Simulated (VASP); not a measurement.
# CdS: restarted molecular dynamics, 2 variants

CdS, Fm-3m (no. 225), 8 atoms in the cell. PBE, molecular dynamics; PAW potentials Cd, S (PBE set).

| Restart from | Temperature at the end (K) | The same without a restart (K) | Potential energy at the end (eV/atom) | The same without a restart (eV/atom) | Electronic steps in the first step after the restart | Time (s) |
|---|---|---|---|---|---|---|
| CONTCAR with velocities, WAVECAR read | 1539.0 | 1539.0 | -2.64402 | -2.64402 | 4 | 192 |
| CONTCAR with velocities, no WAVECAR | 1539.0 | 1539.0 | -2.64402 | -2.64402 | 13 | 198 |

Limits: 120 fs of 8 atoms are too short for converged averages.

## Input of the first row

INCAR.step1:
```
SYSTEM = CdS
  GGA = PE
  PREC = Normal
  ENCUT = 280
  EDIFF = 1E-6
  NELMIN = 4
  NELM = 60
  ALGO = Normal
  LREAL = Auto
  LASPH = .True.
  ISMEAR = 0
  SIGMA = 0.05
  ISYM = 0
  LWAVE = .True.
  LCHARG = .False.
  IBRION = 0
  NSW = 30
  POTIM = 2.0
  TEBEG = 1600
  ISIF = 2
  RANDOM_SEED = 963598 0 0
  MDALGO = 2
  SMASS = 0
  KPAR = 2
```

INCAR.step2, as INCAR.step1 but for:
```
- LWAVE = .True.
+ LWAVE = .False.
```

KPOINTS:
```
k-points
0
Monkhorst-Pack
  2 2 2
```

POSCAR.step1:
```
CdS
1.0
    5.5064880000      0.0000000000      0.0000000000
    0.0000000000      5.5064880000      0.0000000000
    0.0000000000      0.0000000000      5.5064880000
Cd S
4 4
Direct
    0.0000000000      0.0000000000      0.0000000000
    0.0000000000      0.5000000000      0.5000000000
    0.5000000000      0.0000000000      0.5000000000
    0.5000000000      0.5000000000      0.0000000000
    0.5000000000      0.0000000000      0.0000000000
    0.5000000000      0.5000000000      0.5000000000
    0.0000000000      0.0000000000      0.5000000000
    0.0000000000      0.5000000000      0.0000000000
```

Commands (each step's output is kept before the next begins):
```
cat potpaw_PBE.64/Cd/POTCAR potpaw_PBE.64/S/POTCAR > POTCAR
cp INCAR.step1 INCAR
cp POSCAR.step1 POSCAR
mpirun -np 2 vasp_std > vasp.out
cp CONTCAR POSCAR
cp INCAR.step2 INCAR
mpirun -np 2 vasp_std > vasp.out
```

Changes of the last row against the first:
```
(step 1)
- LWAVE = True
+ LWAVE = False
```

VASP 6.6.1 took 192 s on 2 cores (Intel Xeon Platinum 8375C @ 2.90GHz (Ice Lake)), a shared host.
